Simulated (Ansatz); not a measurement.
# C: the cost of one run

Method: DFT PBEsol, scalar-relativistic, in Ansatz 0.2.0.

5 further runs of the same task are left out: 5 that didn't finish.

### 1 Starting point

It takes space group R-3m (No. 166, trigonal). The conventional cell has a = 2.456 Å, b = 2.456 Å, c = 10.041 Å, α = 90.00°, β = 90.00°, γ = 120.00°. C (site symmetry 3m) is surrounded by 3 C at 1.42 Å.

Coordinates:

```cif
data_structure
_symmetry_space_group_name_H-M 'R-3m:H'
_symmetry_Int_Tables_number 166
_cell_length_a 2.4561
_cell_length_b 2.4561
_cell_length_c 10.0410
_cell_angle_alpha 90.000
_cell_angle_beta 90.000
_cell_angle_gamma 120.000
_cell_volume 52.45
loop_
_atom_site_label
_atom_site_type_symbol
_atom_site_symmetry_multiplicity
_atom_site_Wyckoff_symbol
_atom_site_fract_x
_atom_site_fract_y
_atom_site_fract_z
_atom_site_occupancy
C1 C 6 c 0.00000 0.00000 0.16400 1
```

The file gives the conventional cell by its symmetry; the runs use the cell typed in the input.

Atoms are numbered in the order of the input: C1, C2.

### 2 Volume × 0.94, LAPW

The input, input.yaml:

```yaml
crystal:
  lattice:
    - [1.2029575502, 0.6945278654, 3.278685324]
    - [-1.2029575502, 0.6945278654, 3.278685324]
    - [0.0, -1.3890557308, 3.278685324]
  atoms:
    - { symbol: C, position: [0.164, 0.164, 0.164] }
    - { symbol: C, position: [0.836, 0.836, 0.836] }
kpoints:
  mp_grid: { grid: [17, 17, 17] }
  band_path:
    path:
      - [0.0, 0.0, 0.0]
      - [0.5, 0.5, 0.5]
      - [0.8034183602, 0.1965816398, 0.5]
      - [0.5, -0.1965816398, 0.1965816398]
      - [0.5, 0.0, 0.0]
      - [0.0, 0.0, 0.0]
      - [0.3482908199, -0.3482908199, 0.0]
      - [0.6517091801, 0.0, 0.3482908199]
      - [0.5, 0.0, 0.5]
    npoints: 5
scf:
  occupations: { method: fermi_dirac, width: 0.03 }
hamiltonian:
  xc: pbesol
  pseudopotentials: { kind: all_electron, lapw: { basis_error: 0.0005 } }
output:
  forces: true
  stress: true
  eigenvalues: true
```

The run is started by

```console
> ansatz run input.yaml --threads 1 --pin off --max-ram 3072MiB --backend cpu --events-out ev --progress --plain --runs-dir out
```

What time and memory should one allow on 1 thread of Intel Xeon 6975P-C (Granite Rapids), shared host?

About 25 s, with a peak of 0.78 GiB.
